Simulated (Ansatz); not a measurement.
# Comparing deformations in SnO$_{2}$

The calculation used Ansatz 0.2.0, DFT LDA, scalar-relativistic, plane waves, PAW. Cutoff 420 eV, Γ-centred 12×12×12 k-points, Gaussian smearing of 0.05 eV. No spin polarisation. Energies are free energies at this smearing, counted from the undisturbed cell; pressure is positive in compression.

Zero of the scan (relaxed at this level; this form isn't the usual structure):

```
CELL_PARAMETERS angstrom
1.60392 0.92602 4.08138
-1.60392 0.92602 4.08138
0.00000 -1.85204 4.08138
ATOMIC_POSITIONS crystal
Sn 0.50000 0.50000 0.50000
O 0.24519 0.24519 0.24519
O 0.75481 0.75481 0.75481
```

The cell holds layers and no dispersion correction was added, so their binding is poorly described.

The cell is strained by ε times a Voigt pattern (xx, yy, zz, yz, xz, xy; engineering shear) with fractional coordinates fixed. τ = (1/V0) dE/dε comes from the stress tensor. Of each scan, only the three points used here are listed.

```csv
pattern,ε,τ (GPa)
"(1, -1, 0, 0, 0, 0)",-0.0100,-4.86
"(1, -1, 0, 0, 0, 0)",0.0000,0.00
"(1, -1, 0, 0, 0, 0)",0.0100,4.80
"(0, 1, 0, 0, 0, 0)",-0.0200,-8.60
"(0, 1, 0, 0, 0, 0)",0.0000,0.00
"(0, 1, 0, 0, 0, 0)",0.0100,3.84
```

Which constants do the scans give, and which deformation costs least for the same size of strain tensor?

The slope dτ/dε at zero (parabola through three points) is pᵀCp: (1, -1, 0, 0, 0, 0) gives C11 + C22 − 2 C12 = 483 GPa; (0, 1, 0, 0, 0, 0) gives C22 = 400 GPa. The size of the strain tensor, ε:ε, is ε² times 2.0, 1.0. Per unit of it the stiffnesses are 242, 400 GPa, so (1, -1, 0, 0, 0, 0) is the softest of these: at ε:ε = (1 %)² the quadratic term costs 0.91 meV/atom against 1.51 for the stiffest. These are clamped-ion values.

Forces appear on the atoms along this scan, and letting them relax would lower the energy and soften the response.

Cost: 17 runs of about 3.8 core-minutes in all, on Arm Neoverse V2 (shared hosts).